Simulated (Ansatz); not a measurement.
Consider the formal exchange of groups at the Si–C bond: `CC[Si]1(F)C=N1` + `NCS` → `N[Si]1(F)C=N1` + `CCCS`.

Isolated molecules relaxed with PBE0-D4/def2-TZVP in Ansatz; ΔE leaves out vibrations. CCSD(T)/CBS is the MP2 limit (def2-TZVPP, def2-QZVPP) plus CCSD(T) − MP2 in def2-TZVPP, frozen cores. DFT in def2-TZVPP. One conformer a species, not always the lowest.

Problem. Is it downhill or uphill in electronic energy at CCSD(T)/CBS, and by how much? (An estimate is asked.)

Solution. Ansatz gave: Downhill: ΔE = -1.09 eV.

Problem. What do these levels give: PBE-D4, r2SCAN-D4, PBE0-D4, B2PLYP, PBE, HF/def2-TZVPP, MP2/def2-TZVPP, CCSD/def2-TZVPP, HF/def2-QZVPP, SCS-MP2/def2-QZVPP, HF/CBS(def2), CCSD/CBS(def2)? (Best estimate.)

Solution. Ansatz gave: PBE-D4 -0.91, r2SCAN-D4 -1.04, PBE0-D4 -1.00, B2PLYP -1.07, PBE -0.90, HF/def2-TZVPP -1.19, MP2/def2-TZVPP -1.12, CCSD/def2-TZVPP -1.10, HF/def2-QZVPP -1.20, SCS-MP2/def2-QZVPP -1.13, HF/CBS(def2) -1.20, CCSD/CBS(def2) -1.12 eV.

Largest T1 diagnostic among the species: 0.012.

From PBE to PBE0 (25 % exact exchange), in def2-TZVPP and without D4, ΔE moves by −0.09 eV. In def2-TZVPP, CCSD(T) changes the Hartree–Fock value by +0.12 eV (the triples alone add +0.03 eV) and MP2 by +0.07 eV.
